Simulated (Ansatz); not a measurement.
## Piezoelectric tensor of BeS

Method: DFT PBE, scalar-relativistic, plane waves, PAW in Ansatz. Cutoff 420 eV, 8×8×8 k-points (Γ-centred), fixed occupations. No spin polarisation.

Equilibrium structure at this level:
```xyz
2
Lattice="0.0000 2.4381 2.4381 2.4381 0.0000 2.4381 2.4381 2.4381 0.0000" Properties=species:S:1:pos:R:3 pbc="T T T"
Be    3.6572    3.6572    3.6572
S     0.0000    0.0000    0.0000
```

The cell has the zinc blende type, in a space group that the Crystallography Open Database lists for this formula; it was reached from a generator's guess.

Question: Give the relaxed-ion proper piezoelectric stress tensor e_iJ (C/m², Voigt columns xx yy zz yz xz xy).

Answer:
```
x    0.000  0.000  0.000 -0.233  0.000  0.000
y    0.000  0.000  0.000  0.000 -0.233  0.000
z    0.000  0.000  0.000  0.000  0.000 -0.233
```
Signs follow the orientation of the cell as given.

Question: With the elastic constants (GPa, Voigt order)
```
157.4  60.7  60.7   0.0   0.0   0.0
 60.7 157.4  60.7   0.0   0.0   0.0
 60.7  60.7 157.4   0.0   0.0   0.0
  0.0   0.0   0.0  82.3   0.0   0.0
  0.0   0.0   0.0   0.0  82.3   0.0
  0.0   0.0   0.0   0.0   0.0  82.3
```
find the strain coefficients d = e·C⁻¹ (pC/N).

Answer:
```
x    0.00  0.00  0.00 -2.83  0.00  0.00
y    0.00  0.00  0.00  0.00 -2.83  0.00
z    0.00  0.00  0.00  0.00  0.00 -2.83
```
